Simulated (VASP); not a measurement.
# CdS (Fm-3m) in VASP: notebook

Runs on CdS. Level: PBE. Tasks: G0W0 quasiparticle levels.

All numbers are computed with VASP 6.6.1; they aren't measurements. Logs are shortened: lines on timing, memory, paths and dates and some standing lists are left out, and cuts for length are marked.

## 1. Starting point

Symmetry: Fm-3m, No. 225, cubic system. Conventional cell: a = 5.506 Å, b = 5.506 Å, c = 5.506 Å, α = 90.00°, β = 90.00°, γ = 90.00°. Cd (site symmetry m-3m) is surrounded by 6 S at 2.75 Å. Around S (site symmetry m-3m) lie 6 Cd at 2.75 Å.

Measurements of this composition are mostly on another form, of space group No. 186.

## 2. G0W0 quasiparticle levels, PBE

POSCAR

```
CdS
1.0
    0.0000000000      2.7532440000      2.7532440000
    2.7532440000      0.0000000000      2.7532440000
    2.7532440000      2.7532440000      0.0000000000
Cd S
1 1
Direct
    0.0000000000      0.0000000000      0.0000000000
    0.5000000000      0.5000000000      0.5000000000
```

INCAR.step1

```
SYSTEM = CdS
  PREC = Accurate
  ENCUT = 450
  EDIFF = 1E-8
  ISMEAR = 0
  SIGMA = 0.01
  LREAL = .FALSE.
  LASPH = .TRUE.
  NELM = 60
  ALGO = Normal
  LWAVE = .TRUE.
  LCHARG = .FALSE.
  GGA = PE
```

INCAR.step2

```
SYSTEM = CdS
  PREC = Accurate
  ENCUT = 450
  EDIFF = 1E-8
  ISMEAR = 0
  SIGMA = 0.01
  LREAL = .FALSE.
  LASPH = .TRUE.
  NELM = 1
  ALGO = Exact
  LWAVE = .TRUE.
  LCHARG = .FALSE.
  GGA = PE
  NBANDS = 21
  LOPTICS = .TRUE.
  ISTART = 1
```

INCAR.step3

```
SYSTEM = CdS
  PREC = Accurate
  ENCUT = 450
  EDIFF = 1E-8
  ISMEAR = 0
  SIGMA = 0.01
  LREAL = .FALSE.
  LASPH = .TRUE.
  ALGO = EVGW0
  LWAVE = .FALSE.
  LCHARG = .FALSE.
  GGA = PE
  NELMGW = 1
  NBANDS = 21
  ENCUTGW = 260
  NOMEGA = 48
  PRECFOCK = Fast
  ISTART = 1
  NBANDSGW = 17
```

KPOINTS

```
Automatic mesh
0
G
  3 3 3
  0 0 0
```

Potentials or basis: VASP PAW PBE potentials, release 64 (Cd_GW, S_GW).

Launch:

```bash
$ cat potpaw_PBE.64/Cd_GW/POTCAR potpaw_PBE.64/S_GW/POTCAR > POTCAR
$ cp INCAR.step1 INCAR
$ mpirun -np 1 vasp_std > vasp.out
$ cp INCAR.step2 INCAR
$ mpirun -np 1 vasp_std > vasp.out
$ cp INCAR.step3 INCAR
$ mpirun -np 1 vasp_std > vasp.out
```

OUTCAR:

```text
SYSTEM = CdS
   PREC = Accurate
   ENCUT = 450
   EDIFF = 1E-8
   ISMEAR = 0
   LREAL = .FALSE.
   LASPH = .TRUE.
   GGA = PE
   NELMGW = 1
   ENCUTGW = 260
   PRECFOCK = Fast
   ISTART = 1

 Found      4 irreducible k-points:

 Following reciprocal coordinates:
            Coordinates               Weight
  0.000000  0.000000  0.000000      1.000000
  0.333333  0.000000  0.000000      8.000000
  0.333333  0.333333  0.000000      6.000000
 -0.333333  0.333333  0.000000     12.000000
   k-points           NKPTS =      4   k-points in BZ     NKDIM =     27   number of bands    NBANDS=     21
   number of dos      NEDOS =    301   number of ions     NIONS =      2
   total plane-waves  NPLWV =  21952
   dimension x,y,z NGX =    28 NGY =   28 NGZ =   28
   dimension x,y,z NGXF=    56 NGYF=   56 NGZF=   56
   ions per type =               1   1
   NGX,Y,Z   is equivalent  to a cutoff of  11.95, 11.95, 11.95 a.u.
   NGXF,Y,Z  is equivalent  to a cutoff of  23.91, 23.91, 23.91 a.u.
 SYSTEM =  CdS
   PREC   = accura    normal or accurate (medium, high low for compatibility)
   ISTART =      1    job   : 0-new  1-cont  2-samecut
   ICHARG =      0    charge: 1-file 2-atom 10-const
   ISPIN  =      1    spin polarized calculation?
   LNONCOLLINEAR =      F non collinear calculations
   LSORBIT =      F    spin-orbit coupling
   LASPH  =      T    aspherical Exc in radial PAW
   ENCUT  =  450.0 eV  33.07 Ry    5.75 a.u.   6.73  6.73  6.73*2*pi/ulx,y,z
   NELM   =     60;   NELMIN=  2; NELMDL=  0     # of ELM steps
   EDIFF  = 0.1E-07   stopping-criterion for ELM
   LREAL  =      F    real-space projection
   EDIFFG = 0.1E-06   stopping-criterion for IOM
   NSW    =      0    number of steps for IOM
   IBRION =     -1    ionic relax: 0-MD 1-quasi-New 2-CG
   NFREE  =      0    steps in history (QN), initial steepest desc. (CG)
   ISIF   =      0    stress and relaxation
   ISYM   =      3    0-nonsym 1-usesym 2-fastsym
   POTIM  = 0.5000    time-step for ionic-motion
   TEBEG  =    0.0;   TEEND  =   0.0 temperature during run
   PSTRESS=    0.0 pullay stress
   NELECT =      18.0000    total number of electrons
   NUPDOWN=      -1.0000    fix difference up-down
   EMIN   =  10.00;   EMAX   =-10.00  energy-range for DOS
   EFERMI =   0.00;   METHOD = LEGACY
   ISMEAR =     0;   SIGMA  =   0.01  broadening in eV -4-tet -1-fermi 0-gaus
   EFERMI_NEDOS =   21; number of points for ismear=-14 and -15
   IALGO  =     38    algorithm
   IMIX   =      4    mixing-type and parameters
     AMIX     =   0.40;   BMIX     =  1.00
     AMIX_MAG =   1.60;   BMIX_MAG =  1.00
  volume/ion in A,a.u.               =      20.87       140.84
  Fermi-wavevector in a.u.,A,eV,Ry     =   1.236833  2.337275 20.813583  1.529755
  Thomas-Fermi vector in A             =   2.371425
   LORBIT       =      0    0 simple, 1 ext, 2 COOP (PROOUT), +10 PAW based schemes
   GGA     = PE    functional components
   LHFCALC =     T    Hartree Fock is set to
   PRECFOCK=fast      Normal, Fast or Accurate (Low or Medium for compatibility)
   ENCUT4O =  -1.0   cutoff for four orbital integrals eV
   NKREDX  =     1    reduce k-point grid by
   NKREDY  =     1    reduce k-point grid by
   NKREDZ  =     1    reduce k-point grid by
   AEXX    =    1.0000 exact exchange contribution
   HFSCREEN=    0.0000 screening length (either q_TF or 0.3 A-1)
   HFSCREENC=   0.0000 screening length for correlation (either q_TF or 0.3 A-1)
   ENCUTFOCK=  -1.0 apply spherical cutoff to Coloumb kernel
   IVDW    =     0    specifies the selected vdW correction
   LEPSILON=     F    determine dielectric tensor
   LRPA    =     F    only Hartree local field effects (RPA)
   LRPAFORCE           =     F    calculate RPA forces
   ENCUTGW             = 260.0    cutoff for response function in eV
   ENCUTGWSOFT         = 208.0    soft cutoff for Coulomb kernel in GW response function in eV
   ENCUTLF             =  -1.0    cutoff for local field effects
   NELMGW              =     1    number of iterations in solving QP/BSE equation
   NELMHF              =     1    number of iterations in the inner HF iteration
   NKREDLFX            =     1    NKREDLFY  =   1   NKREDLFZ  =   1
 non-spin polarized calculation
 Gauss-broadening in eV      SIGMA  =   0.01
  energy-cutoff  :      450.00
  volume of cell :       41.74
 maximum number of plane-waves:       906
  NGX = 16; NGY = 16; NGZ = 16
   NGX = 13   NGY = 13   NGZ = 13
 maximum number of plane-waves:       411

 QP shifts <psi_nk| G(iteration)W_0 |psi_nk>: iteration 1
 for sc-GW calculations column KS-energies equals QP-energies in previous step
 and V_xc(KS)=  KS-energies - (<T + V_ion + V_H > + <T+V_H+V_ion>^1  + <V_x>^1)

 k-point   1 :       0.0000    0.0000    0.0000
  band No.  KS-energies  QP-energies   sigma(KS)   V_xc(KS)     V^pw_x(r,r')   Z            occupation Imag(sigma)

      1      -8.2276      -8.0317     -12.3705     -12.6776     -20.6296       0.6379       2.0000       1.5696
      2      -3.3313      -4.5073     -17.0419     -15.3687     -23.1447       0.7028       2.0000       0.2950
      3      -3.3313      -4.5073     -17.0419     -15.3687     -23.1447       0.7028       2.0000       0.2950
      4      -3.3313      -4.5073     -17.0419     -15.3687     -23.1447       0.7028       2.0000       0.2950
      5      -3.3249      -4.5028     -17.1744     -15.5045     -23.4091       0.7053       2.0000       0.3646
      6      -3.3249      -4.5028     -17.1744     -15.5045     -23.4091       0.7053       2.0000       0.3646
      7       3.7196       3.9642     -12.7519     -13.0852     -16.2014       0.7338       2.0000       0.1862
      8       3.7196       3.9642     -12.7519     -13.0852     -16.2014       0.7338       2.0000       0.1862
      9       3.7196       3.9642     -12.7519     -13.0852     -16.2014       0.7338       2.0000       0.1862
     10       5.1941       6.2726      -9.7753     -11.1651      -6.6880       0.7760       0.0000      -0.1089
     11      13.5340      14.7754      -8.6346     -10.2256      -4.9391       0.7802       0.0000      -0.2696
     12      13.5340      14.7754      -8.6346     -10.2256      -4.9391       0.7802       0.0000      -0.2696
     13      13.5340      14.7754      -8.6346     -10.2256      -4.9391       0.7802       0.0000      -0.2696
     14      15.5411      16.1340      -6.1458      -6.9095      -1.8398       0.7765       0.0000      -0.3369
     15      15.6056      17.1212      -8.1371     -10.1578      -3.6388       0.7501       0.0000      -0.5897
     16      15.6056      17.1212      -8.1371     -10.1578      -3.6388       0.7501       0.0000      -0.5897
     17      15.6056      17.1212      -8.1371     -10.1578      -3.6388       0.7501       0.0000      -0.5897

 k-point   2 :       0.3333    0.0000    0.0000
  band No.  KS-energies  QP-energies   sigma(KS)   V_xc(KS)     V^pw_x(r,r')   Z            occupation Imag(sigma)

      1      -7.4583      -7.2429     -12.8314     -13.1620     -20.8816       0.6514       2.0000       1.3885
      2      -3.5365      -4.6588     -16.8584     -15.2500     -23.1242       0.6977       2.0000       0.3803
      3      -3.5365      -4.6588     -16.8584     -15.2500     -23.1242       0.6977       2.0000       0.3803
      4      -3.4494      -4.5709     -16.6326     -15.0319     -22.7137       0.7007       2.0000       0.3318
      5      -3.1877      -4.3802     -17.2408     -15.5481     -23.3571       0.7045       2.0000       0.2958
      6      -3.1877      -4.3802     -17.2408     -15.5481     -23.3571       0.7045       2.0000       0.2958
      7       0.2810       0.2591     -11.7802     -11.7510     -15.6613       0.7509       2.0000       0.3903
      8       4.2279       4.4415     -13.2375     -13.5263     -16.5623       0.7396       2.0000       0.1646
      9       4.2279       4.4415     -13.2375     -13.5263     -16.5623       0.7396       2.0000       0.1646
     10       7.9525       8.9051      -8.9961     -10.2212      -5.6880       0.7775       0.0000      -0.1441
     11      10.8949      12.3735      -9.8374     -11.7908      -5.9523       0.7569       0.0000      -0.2836
     12      10.9457      12.2077      -8.5200     -10.1402      -4.9996       0.7789       0.0000      -0.2175
     13      10.9457      12.2077      -8.5200     -10.1402      -4.9996       0.7789       0.0000      -0.2175
     14      15.3946      16.4666      -7.5215      -8.8973      -3.2306       0.7792       0.0000      -0.4509
     15      15.8326      17.4112      -8.6447     -10.6923      -4.6916       0.7710       0.0000      -0.4027
     16      15.8326      17.4112      -8.6447     -10.6923      -4.6916       0.7710       0.0000      -0.4027
     17      21.5622      23.6874      -8.3426     -11.0368      -3.7775       0.7888       0.0000      -1.0295

 k-point   3 :       0.3333    0.3333    0.0000
  band No.  KS-energies  QP-energies   sigma(KS)   V_xc(KS)     V^pw_x(r,r')   Z            occupation Imag(sigma)

      1      -7.4873      -7.3293     -13.1119     -13.3587     -21.1871       0.6404       2.0000       1.3274
      2      -3.4402      -4.5983     -16.8567     -15.2039     -22.9533       0.7006       2.0000       0.3003
      3      -3.2482      -4.4370     -17.2639     -15.5834     -23.5002       0.7074       2.0000       0.3564
      4      -3.1787      -4.1919     -16.4670     -15.0296     -22.6047       0.7049       2.0000       0.4265
      5      -3.1577      -4.3468     -17.2356     -15.5467     -23.3394       0.7040       2.0000       0.2896
      6      -3.1577      -4.3468     -17.2356     -15.5467     -23.3394       0.7040       2.0000       0.2896
      7       1.1879       1.1798     -12.0759     -12.0649     -15.6817       0.7458       2.0000       0.3039
      8       2.7173       2.8517     -12.2501     -12.4335     -15.8231       0.7330       2.0000       0.2301
      9       2.7173       2.8517     -12.2501     -12.4335     -15.8231       0.7330       2.0000       0.2301
     10       5.9749       7.1464      -9.3621     -10.8689      -6.5167       0.7775       0.0000      -0.1044
     11      10.8147      11.6297      -8.2476      -9.2890      -4.7288       0.7826       0.0000      -0.1698
     12      12.2754      13.5637      -9.7041     -11.4224      -5.8135       0.7498       0.0000      -0.2885
     13      14.1558      15.6027      -8.7445     -10.6265      -4.6148       0.7689       0.0000      -0.3890
     14      14.1558      15.6027      -8.7445     -10.6265      -4.6148       0.7689       0.0000      -0.3890
     15      17.6795      19.4484      -9.6749     -11.9677      -5.4647       0.7715       0.0000      -0.5963
     16      19.5780      21.7047      -8.8367     -11.5432      -4.2763       0.7858       0.0000      -0.8754
     17      19.5780      21.7047      -8.8367     -11.5432      -4.2763       0.7858       0.0000      -0.8754

 k-point   4 :      -0.3333    0.3333    0.0000
  band No.  KS-energies  QP-energies   sigma(KS)   V_xc(KS)     V^pw_x(r,r')   Z            occupation Imag(sigma)

      1      -7.1911      -7.0309     -13.3870     -13.6351     -21.4151       0.6460       2.0000       1.2568
      2      -3.4626      -4.5953     -16.9478     -15.3329     -23.2267       0.7014       2.0000       0.3853
      3      -3.4289      -4.5503     -16.6628     -15.0640     -22.7523       0.7014       2.0000       0.3315
      4      -3.2651      -4.4275     -16.9812     -15.3251     -23.0689       0.7019       2.0000       0.3055
      5      -3.1335      -4.3303     -17.2886     -15.5914     -23.3913       0.7051       2.0000       0.2857
      6      -2.8377      -3.8988     -17.1129     -15.6200     -23.2646       0.7108       2.0000       0.3720
      7       0.6035       0.6189     -11.5899     -11.6104     -15.2754       0.7520       2.0000       0.3504
      8       1.2571       1.2194     -11.6498     -11.5988     -15.3793       0.7392       2.0000       0.3302
      9       3.5115       3.6518     -12.7310     -12.9207     -16.0949       0.7394       2.0000       0.1876
     10       7.1880       8.3560      -9.4145     -10.9194      -6.4109       0.7762       0.0000      -0.1254
     11      10.8210      12.0253      -9.4006     -10.9749      -5.8056       0.7649       0.0000      -0.2159
     12      12.1783      13.6004      -9.1338     -11.0007      -5.4499       0.7617       0.0000      -0.2779
     13      12.4002      13.6034      -9.1034     -10.6859      -5.2947       0.7603       0.0000      -0.2542
     14      15.4239      16.8319      -8.2706     -10.0748      -4.1080       0.7804       0.0000      -0.4783
     15      16.3044      17.8154      -8.3295     -10.3051      -4.2935       0.7648       0.0000      -0.4073
     16      19.7754      21.8288      -8.5606     -11.1813      -3.9643       0.7835       0.0000      -0.9602
     17      20.9739      23.1810      -8.4877     -11.2693      -4.0494       0.7934       0.0000      -0.9735
```

Wall time 25 s (1 thread of Intel Xeon 6975P-C (Granite Rapids), shared host); peak memory 0.41 GiB.

These settings aren't checked as converged: the numbers below hold their error.

Results:

* Band gap on the k mesh, mean-field level: 0.97 eV, indirect (least direct gap 1.47 eV)
* Quasiparticle gap: 1.83 eV
* Least direct quasiparticle gap: 2.31 eV

Caveat: the k mesh is coarse (spacing up to 0.66 Å⁻¹), so the values aren't converged; bands, screening cutoff and mesh are small and nothing is extrapolated, so the quasiparticle values aren't converged; an odd mesh through Γ misses points on the zone boundary, where band edges often lie.

[end of part 1 of 2]
